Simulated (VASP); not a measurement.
# CaSe (Fm-3m) in VASP: single point with PBE

Aim: the single point of CaSe with PBE.

Program: VASP 6.6.1. These are calculated values, not measurements. Logs are shortened: lines on timing, memory, paths and dates and some standing lists are left out, and cuts for length are marked.

**Experimental background.**

A printed reference work, monograph, original work of 1988 reports, for a bulk crystal of CaSe at 2 K: band gap 3.85 eV (indirect).

The runs below are set against these values where they give the same quantity.

## 1. The cell of the first run

It takes space group Fm-3m (No. 225, cubic). The conventional cell has a = 5.912 Å, b = 5.912 Å, c = 5.912 Å, α = 90.00°, β = 90.00°, γ = 90.00°. Within 3.9 Å of Ca (site symmetry m-3m) lie 6 Se at 2.96 Å. Within 3.9 Å of Se (site symmetry m-3m) lie 6 Ca at 2.96 Å.

## 2. Single point, PBE

The input, INCAR:

```
SYSTEM = CaSe
ALGO = Normal
EDIFF = 1E-6
ENCUT = 520
GGA = PE
ISIF = 2
ISMEAR = 1
LASPH = .True.
LCHARG = .True.
LELF = .True.
LREAL = .False.
LVHAR = .True.
LWAVE = .False.
NBANDS = 15
NELM = 100
PREC = Accurate
SIGMA = 0.02
```

The input, KPOINTS:

```
k-points
0
Gamma
  6 6 6
  0 0 0
```

The input, POSCAR:

```
CaSe
1.0
    0.0000000000      2.9560000000      2.9560000000
    2.9560000000      0.0000000000      2.9560000000
    2.9560000000      2.9560000000      0.0000000000
Ca Se
1 1
Direct
    0.0000000000      0.0000000000      0.0000000000
    0.5000000000      0.5000000000      0.5000000000
```

Potentials or basis: VASP PAW PBE potentials, release 64 (Ca_sv, Se).

The run is started by

```
> cat potpaw_PBE.64/Ca_sv/POTCAR potpaw_PBE.64/Se/POTCAR > POTCAR
> mpirun -np 1 vasp_std > vasp.out
```

OUTCAR:

```text
SYSTEM = CaSe
   EDIFF = 1E-6
   ENCUT = 520
   GGA = PE
   ISIF = 2
   ISMEAR = 1
   LASPH = .True.
   LREAL = .False.
   NELM = 100
   PREC = Accurate

 ion  position               nearest neighbor table
   1  0.000  0.000  0.000-   2 2.96   2 2.96   2 2.96   2 2.96   2 2.96   2 2.96
   2  0.500  0.500  0.500-   1 2.96   1 2.96   1 2.96   1 2.96   1 2.96   1 2.96

  LATTYP: Found a face centered cubic cell.
 ALAT       =     5.9120000000

  Lattice vectors:

 A1 = (   0.0000000000,   2.9560000000,   2.9560000000)
 A2 = (   2.9560000000,   0.0000000000,   2.9560000000)
 A3 = (   2.9560000000,   2.9560000000,   0.0000000000)

Analysis of symmetry for initial positions (statically):
=====================================================================
 Subroutine PRICEL returns:
 Original cell was already a primitive cell.

 Routine SETGRP: Setting up the symmetry group for a
 face centered cubic supercell.

 Subroutine GETGRP returns: Found 48 space group operations
 (whereof 48 operations were pure point group operations)
 out of a pool of 48 trial point group operations.

The static configuration has the point symmetry O_h .

Analysis of symmetry for dynamics (positions and initial velocities):
=====================================================================
 Subroutine PRICEL returns:
 Original cell was already a primitive cell.

 Routine SETGRP: Setting up the symmetry group for a
 face centered cubic supercell.

 Subroutine GETGRP returns: Found 48 space group operations
 (whereof 48 operations were pure point group operations)
 out of a pool of 48 trial point group operations.

The dynamic configuration has the point symmetry O_h .

 Subroutine INISYM returns: Found 48 space group operations
 (whereof 48 operations are pure point group operations),
 and found     1 'primitive' translations

----------------------------------------------------------------------------------------

                                     Primitive cell

  volume of cell :      51.6587

  direct lattice vectors                    reciprocal lattice vectors
     0.000000000  2.956000000  2.956000000    -0.169147497  0.169147497  0.169147497
     2.956000000  0.000000000  2.956000000     0.169147497 -0.169147497  0.169147497
     2.956000000  2.956000000  0.000000000     0.169147497  0.169147497 -0.169147497

  length of vectors
     4.180415290  4.180415290  4.180415290     0.292972058  0.292972058  0.292972058

  position of ions in fractional coordinates (direct lattice)
     0.000000000  0.000000000  0.000000000
     0.500000000  0.500000000  0.500000000

  ion indices of the primitive-cell ions
   primitive index   ion index
                 1           1
                 2           2

----------------------------------------------------------------------------------------

 KPOINTS: k-points

Automatic generation of k-mesh.
 Grid dimensions read from file:
 generate k-points for:    6    6    6

 Generating k-lattice:

  Cartesian coordinates                     Fractional coordinates (reciprocal lattice)
    -0.028191249  0.028191249  0.028191249     0.166666667  0.000000000  0.000000000
     0.028191249 -0.028191249  0.028191249     0.000000000  0.166666667  0.000000000
     0.028191249  0.028191249 -0.028191249     0.000000000  0.000000000  0.166666667

  Length of vectors
     0.048828676  0.048828676  0.048828676

  Shift w.r.t. Gamma in fractional coordinates (k-lattice)
     0.000000000  0.000000000  0.000000000

 Subroutine IBZKPT returns following result:
 ===========================================

 Found     16 irreducible k-points:

 Following reciprocal coordinates:
            Coordinates               Weight
  0.000000  0.000000  0.000000      1.000000
  0.166667  0.000000  0.000000      8.000000
  0.333333  0.000000  0.000000      8.000000
  0.500000  0.000000  0.000000      4.000000
  0.166667  0.166667  0.000000      6.000000
  0.333333  0.166667  0.000000     24.000000
[... 8 lines left out ...]
 -0.333333  0.333333  0.166667     24.000000
 -0.333333  0.500000  0.166667     12.000000
   k-points           NKPTS =     16   k-points in BZ     NKDIM =     16   number of bands    NBANDS=     15
   number of dos      NEDOS =    301   number of ions     NIONS =      2
   total plane-waves  NPLWV =  32768
   dimension x,y,z NGX =    32 NGY =   32 NGZ =   32
   dimension x,y,z NGXF=    64 NGYF=   64 NGZF=   64
   ions per type =               1   1
   NGX,Y,Z   is equivalent  to a cutoff of  12.73, 12.73, 12.73 a.u.
   NGXF,Y,Z  is equivalent  to a cutoff of  25.45, 25.45, 25.45 a.u.
 SYSTEM =  CaSe
   PREC   = accura    normal or accurate (medium, high low for compatibility)
   ISTART =      0    job   : 0-new  1-cont  2-samecut
   ICHARG =      2    charge: 1-file 2-atom 10-const
   ISPIN  =      1    spin polarized calculation?
   LNONCOLLINEAR =      F non collinear calculations
   LSORBIT =      F    spin-orbit coupling
   LASPH  =      T    aspherical Exc in radial PAW
   ENCUT  =  520.0 eV  38.22 Ry    6.18 a.u.   7.77  7.77  7.77*2*pi/ulx,y,z
   NELM   =    100;   NELMIN=  2; NELMDL= -5     # of ELM steps
   EDIFF  = 0.1E-05   stopping-criterion for ELM
   LREAL  =      F    real-space projection
   EDIFFG = 0.1E-04   stopping-criterion for IOM
   NSW    =      0    number of steps for IOM
   IBRION =     -1    ionic relax: 0-MD 1-quasi-New 2-CG
   NFREE  =      0    steps in history (QN), initial steepest desc. (CG)
   ISIF   =      2    stress and relaxation
   ISYM   =      2    0-nonsym 1-usesym 2-fastsym
   POTIM  = 0.5000    time-step for ionic-motion
   TEBEG  =    0.0;   TEEND  =   0.0 temperature during run
   PSTRESS=    0.0 pullay stress
   NELECT =      16.0000    total number of electrons
   NUPDOWN=      -1.0000    fix difference up-down
   EMIN   =  10.00;   EMAX   =-10.00  energy-range for DOS
   EFERMI =   0.00;   METHOD = LEGACY
   ISMEAR =     1;   SIGMA  =   0.02  broadening in eV -4-tet -1-fermi 0-gaus
   EFERMI_NEDOS =   21; number of points for ismear=-14 and -15
   IALGO  =     38    algorithm
   IMIX   =      4    mixing-type and parameters
     AMIX     =   0.40;   BMIX     =  1.00
     AMIX_MAG =   1.60;   BMIX_MAG =  1.00
  volume/ion in A,a.u.               =      25.83       174.30
  Fermi-wavevector in a.u.,A,eV,Ry     =   1.107645  2.093145 16.692666  1.226876
  Thomas-Fermi vector in A             =   2.244161
   LORBIT       =      0    0 simple, 1 ext, 2 COOP (PROOUT), +10 PAW based schemes
   GGA     = PE    functional components
   LHFCALC =     F    Hartree Fock is set to
   AEXX    =    0.0000 exact exchange contribution
   IVDW    =     0    specifies the selected vdW correction
   LEPSILON=     F    determine dielectric tensor
   LRPA    =     F    only Hartree local field effects (RPA)
 non-spin polarized calculation
 Methfessel and Paxton  Order N= 1 SIGMA  =   0.02
  energy-cutoff  :      520.00
  volume of cell :       51.66
 maximum number of plane-waves:      1411
   NGX = 15   NGY = 15   NGZ = 15

 number of electron      15.9999998 magnetization

 Free energy of the ion-electron system (eV)
  ---------------------------------------------------
  ext. energy  EPLUGINS =         0.00000000
  ---------------------------------------------------
  free energy    TOTEN  =        -9.47911836 eV

  energy without entropy =       -9.47911836  energy(sigma->0) =       -9.47911836

 E-fermi :   2.5946     XC(G=0):  -9.1620

 val. band max:        2.4586178949   @ k =   0.0000   0.0000   0.0000
 cond. band min:       4.4780226924   @ k =   0.5000   0.5000   0.0000
 fundamental gap:      2.0194047975
 Fermi energy:         2.5945606047

 k-point     1 :       0.0000    0.0000    0.0000
  band No.  band energies     occupation
      1     -37.2861      2.00000
      2     -18.2803      2.00000
      3     -18.2803      2.00000
      4     -18.2803      2.00000
      5      -9.3460      2.00000
      6       2.4586      2.00000
      7       2.4586      2.00000
      8       2.4586      2.00000
      9       5.8089      0.00000
     10       6.1639      0.00000
     11       6.1639      0.00000
     12       6.1639      0.00000
     13       6.7344      0.00000
     14       6.7344      0.00000
     15      12.1746      0.00000

 k-point     2 :       0.1667    0.0000    0.0000
  band No.  band energies     occupation
      1     -37.2843      2.00000
      2     -18.3098      2.00000
      3     -18.2823      2.00000
      4     -18.2823      2.00000
      5      -9.1851      2.00000
      6       1.2723      2.00000
      7       2.0681      2.00000
      8       2.0681      2.00000
      9       6.0904      0.00000
     10       6.5213      0.00000
     11       6.5213      0.00000
     12       7.2777      0.00000
     13       7.4318      0.00000
     14       7.4318      0.00000
     15      12.2741      0.00000

 k-point     3 :       0.3333    0.0000    0.0000
  band No.  band energies     occupation
      1     -37.2809      2.00000
      2     -18.3675      2.00000
      3     -18.2862      2.00000
      4     -18.2862      2.00000
      5      -8.8367      2.00000
      6      -0.2276      2.00000
      7       1.4896      2.00000
      8       1.4896      2.00000
      9       6.4036      0.00000
     10       7.3454      0.00000
     11       7.3454      0.00000
     12       8.5627      0.00000
     13       8.8888      0.00000
     14       8.8888      0.00000
     15      11.9354      0.00000
[... 199 lines left out ...]
 k-point    15 :      -0.3333    0.3333    0.1667
  band No.  band energies     occupation
      1     -37.2775      2.00000
      2     -18.3604      2.00000
      3     -18.3260      2.00000
      4     -18.3048      2.00000
      5      -8.6670      2.00000
      6      -0.0703      2.00000
      7       0.6423      2.00000
      8       1.1190      2.00000
      9       6.8985      0.00000
     10       6.9776      0.00000
     11       8.1971      0.00000
     12       8.3678      0.00000
     13       8.4435      0.00000
     14      10.2797      0.00000
     15      11.1063      0.00000

 k-point    16 :      -0.3333    0.5000    0.1667
  band No.  band energies     occupation
      1     -37.2770      2.00000
      2     -18.3510      2.00000
      3     -18.3261      2.00000
      4     -18.3187      2.00000
      5      -8.6973      2.00000
      6       0.1728      2.00000
      7       0.8778      2.00000
      8       0.9448      2.00000
      9       5.7752      0.00000
     10       7.6422      0.00000
     11       7.8131      0.00000
     12       8.2730      0.00000
     13       8.5104      0.00000
     14       9.4827      0.00000
     15      11.9719      0.00000

------------------------ aborting loop because EDIFF is reached ----------------------------------------

  FORCE on cell =-STRESS in cart. coord.  units (eV):
  Direction    XX          YY          ZZ          XY          YZ          ZX
  --------------------------------------------------------------------------------------
  -------------------------------------------------------------------------------------
  Total        0.4386217      0.4386217      0.4386217      0.0000000      0.0000000      0.0000000
  in kB       13.6037102     13.6037102     13.6037102      0.0000000      0.0000000      0.0000000
  external PRESSURE =      13.6037102 kB  Pullay stress =       0.0000000 kB

 VOLUME and BASIS-vectors are now :
 -----------------------------------------------------------------------------
  energy-cutoff  :      520.00
  volume of cell :       51.66
      direct lattice vectors                 reciprocal lattice vectors
     0.000000000  2.956000000  2.956000000    -0.169147497  0.169147497  0.169147497
     2.956000000  0.000000000  2.956000000     0.169147497 -0.169147497  0.169147497
     2.956000000  2.956000000  0.000000000     0.169147497  0.169147497 -0.169147497

 POSITION                                       TOTAL-FORCE (eV/Angst)
 -----------------------------------------------------------------------------------
      0.00000      0.00000      0.00000         0.000000      0.000000     -0.000000
      2.95600      2.95600      2.95600         0.000000     -0.000000      0.000000
 -----------------------------------------------------------------------------------
    total drift:                                0.000000     -0.000000     -0.000000

  FREE ENERGIE OF THE ION-ELECTRON SYSTEM (eV)
  ---------------------------------------------------
  free  energy   TOTEN  =        -9.4791183595 eV

  energy  without entropy=       -9.4791183595  energy(sigma->0) =       -9.47911836
```

It took 5.9 s on 1 thread of Intel Xeon 6975P-C (Granite Rapids), shared host; peak memory 0.17 GiB.

What came out:

* Free energy: -9.4791 eV
* Pressure: 1.4 GPa
* Band gap on the k mesh: 2.02 eV, indirect (least direct gap 2.96 eV)

Levels at points of the mesh, in eV from the valence-band top:
| k point | band 4 | band 5 | band 6 | band 7 | band 8 | band 9 | band 10 | band 11 | band 12 | band 13 |
| --- | --- | --- | --- | --- | --- | --- | --- | --- | --- | --- |
| (0.00, 0.00, 0.00) | -20.74 | -11.80 | 0.00 | 0.00 | 0.00 | 3.35 | 3.71 | 3.71 | 3.71 | 4.28 |
| (0.50, 0.00, 0.00) | -20.75 | -11.10 | -3.29 | -1.20 | -1.20 | 4.52 | 5.48 | 5.51 | 5.51 | 7.53 |
| (0.50, 0.50, 0.00) | -20.77 | -11.22 | -2.52 | -0.94 | -0.94 | 2.02 | 5.04 | 5.06 | 6.04 | 6.05 |

## 3. Against experiment

Step 2. Against the measured gap of CaSe, 3.85 eV (indirect; 2 K; a printed reference work, monograph, original work of 1988), the calculated 2.02 eV is off by -1.83 eV. Spin-orbit coupling on Se is left out. The value is that of PBE on a finite k mesh, which can miss the band edges, without temperature or zero-point motion. Semilocal functionals fall short of measured gaps as a rule.
